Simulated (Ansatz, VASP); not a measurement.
As in VASP and in Ansatz

```xyz
3
Lattice="4.7773 0.0000 0.0000 -2.3887 4.1373 0.0000 0.0000 0.0000 2.7820" Properties=species:S:1:pos:R:3 pbc="T T T"
As    4.7773    0.0000    0.0000
As    0.0000    2.7582    1.3910
As    2.3887    1.3791    1.3910
```

Alike in both runs: functional PBEsol; k mesh 8 × 8 × 11; occupations fermi-dirac, width 0.1 eV; no spin polarisation.

Ansatz relaxed the structure, and its values are those at the end. VASP's run is a single point on that final structure, the one shown.

```csv
,VASP,Ansatz
version,VASP 6.6.1,Ansatz 0.2.0
potentials or method,"VASP PAW PBE potentials, release 64 (As)","plane waves (420 eV) with PAW, scalar-relativistic"
plane-wave cutoff (eV),520,420
valence electrons in the cell,15,45
```

|  | VASP | Ansatz | Ansatz less VASP |
| --- | --- | --- | --- |
| pressure (GPa) | 0.2 | 0.0 | -0.24 |

The functional is the same, so the differences come from potentials, cutoffs and numerics. The two sets of potentials don't hold the same shells in valence. Ansatz warned: «pseudo_functional_mismatch».

Caveats: the PAW data sets were made with another functional, which shifts forces and pressure a little (VASP).
